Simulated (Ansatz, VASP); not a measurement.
## BN in VASP and in Ansatz

Contents of INCAR:

```
SYSTEM = BN
ALGO = Normal
EDIFF = 1E-7
ENCUT = 520
GGA = PE
ISIF = 2
ISMEAR = 0
LASPH = .True.
LCHARG = .False.
LREAL = .False.
LWAVE = .False.
NBANDS = 11
NELM = 100
PREC = Accurate
SIGMA = 0.05
```

The input KPOINTS:

```
k-points
0
Gamma
  12 12 12
  0 0 0
```

POSCAR

```
BN
1.0
    0.0000000000      1.9970995797      1.7265493038
    1.7265493038      0.0000000000      1.7265493038
    1.7265493038      1.9970995797      0.0000000000
B N
1 1
Direct
    0.0000000000      0.0000000000      0.0000000000
    0.7500000000      0.7500000000      0.7500000000
```

Input for Ansatz:

```yaml
crystal:
  lattice:
    - [0.0, 1.9970995797, 1.7265493038]
    - [1.7265493038, 0.0, 1.7265493038]
    - [1.7265493038, 1.9970995797, 0.0]
  atoms:
    - { symbol: B, position: [0.0, 0.0, 0.0] }
    - { symbol: "N", position: [0.75, 0.75, 0.75] }
basis:
  ecutwfc: 520.0
kpoints:
  mp_grid: { grid: [12, 12, 12] }
hamiltonian:
  xc: pbe
scf:
  occupations: { method: gaussian, width: 0.05 }
output:
  forces: true
  stress: true
  eigenvalues: true
```

Alike in both runs: task single point; functional PBE; k mesh 12 × 12 × 12; occupations gaussian, width 0.05 eV; no spin polarisation.

|  | VASP | Ansatz |
| --- | --- | --- |
| version | VASP 6.6.1 | Ansatz 0.2.0 |
| potentials or method | VASP PAW PBE potentials, release 64 (B, N) | scalar-relativistic, plane waves, PAW |
| plane-wave cutoff (eV) | 520 | 520 |
| valence electrons in the cell | 8 | 8 |

Ansatz gave:

```
gap on the k mesh at the Fermi level (eV)       : 3.14
least direct gap on the mesh (eV)               : 7.50
pressure (GPa)                                  : 0.2
largest component of the traceless stress (GPa) : 71.15
```

Question: What did VASP give for the same quantities?

Answer: gap on the k mesh at the Fermi level (eV): 3.13; least direct gap on the mesh (eV): 7.49; pressure (GPa): 0.3; largest component of the traceless stress (GPa): 71.19.

A k mesh can miss the band edges.
